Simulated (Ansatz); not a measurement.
# NOF: the cost of one run

Method: DFT PBE, scalar-relativistic, plane waves, PAW, in Ansatz 0.2.0.

1 further run of the same task is left out (set aside as unsound or not needed).

## (1) The structure to begin with

The structure is hexagonal, space group P-62m (No. 189). The conventional cell has a = 6.679 Å, b = 6.679 Å, c = 3.112 Å, α = 90.00°, β = 90.00°, γ = 120.00°. Around N (site symmetry m2m) lie 5 F at 2.57 to 2.59 Å and 6 O at 2.76 to 2.77 Å. O (site symmetry m2m) has 4 F at 2.40 to 2.45 Å in its first shell of neighbours. F (site symmetry -62m) has 6 O at 2.40 Å and 3 N at 2.57 Å in its first shell of neighbours. F (site symmetry -6) is surrounded by 3 O at 2.45 Å and 6 N at 2.59 Å.

As a file:

```
CELL_PARAMETERS angstrom
6.67887 0.00000 0.00000
-3.33944 5.78407 0.00000
0.00000 0.00000 3.11150
ATOMIC_POSITIONS crystal
N 0.61500 0.00000 0.50000
N 0.38500 0.38500 0.50000
N 0.00000 0.61500 0.50000
O 0.27300 0.00000 0.00000
O 0.72700 0.72700 0.00000
O 0.00000 0.27300 0.00000
F 0.00000 0.00000 0.50000
F 0.33333 0.66667 0.00000
F 0.66667 0.33333 0.00000
```

(A quick probe on a coarse mesh, which set the mesh and smearing, is not shown.)

## (3) Full relaxation

input.yaml reads:

```yaml
crystal:
  lattice:
    - [6.6788702973, 0.0, 0.0]
    - [-3.3394351486, 5.784071346, 0.0]
    - [0.0, 0.0, 3.1115009073]
  atoms:
    - { symbol: "N", position: [0.615, 0.0, 0.5], spin: 2.43 }
    - { symbol: "N", position: [0.385, 0.385, 0.5], spin: 2.43 }
    - { symbol: "N", position: [0.0, 0.615, 0.5], spin: 2.43 }
    - { symbol: O, position: [0.273, 0.0, 0.0], spin: 2.21 }
    - { symbol: O, position: [0.727, 0.727, 0.0], spin: 2.21 }
    - { symbol: O, position: [0.0, 0.273, 0.0], spin: 2.21 }
    - { symbol: F, position: [0.0, 0.0, 0.5], spin: 0.88 }
    - { symbol: F, position: [0.3333333333, 0.6666666667, 0.0], spin: 0.42 }
    - { symbol: F, position: [0.6666666667, 0.3333333333, 0.0], spin: 0.42 }
basis:
  ecutwfc: 420
kpoints:
  mp_grid: { grid: [6, 6, 12] }
hamiltonian:
  xc: pbe
scf:
  occupations: { method: gaussian, width: 0.1 }
output:
  forces: true
  stress: true
  eigenvalues: true
  populations: true
magnetization:
  spin_polarized: true
relax:
  adjacent_minimum: "off"
  f_tol: 0.01
  max_steps: 80
  cell: { stress_tol: 0.05 }
```

Run with:

```
> ansatz run input.yaml --threads 1 --pin off --max-ram 2560MiB --backend cpu --events-out ev --progress --plain --runs-dir out
```

Q: Estimate wall time and peak memory on 1 thread of Arm Neoverse V1, shared host.

About 20 min, with a peak of 0.72 GiB.
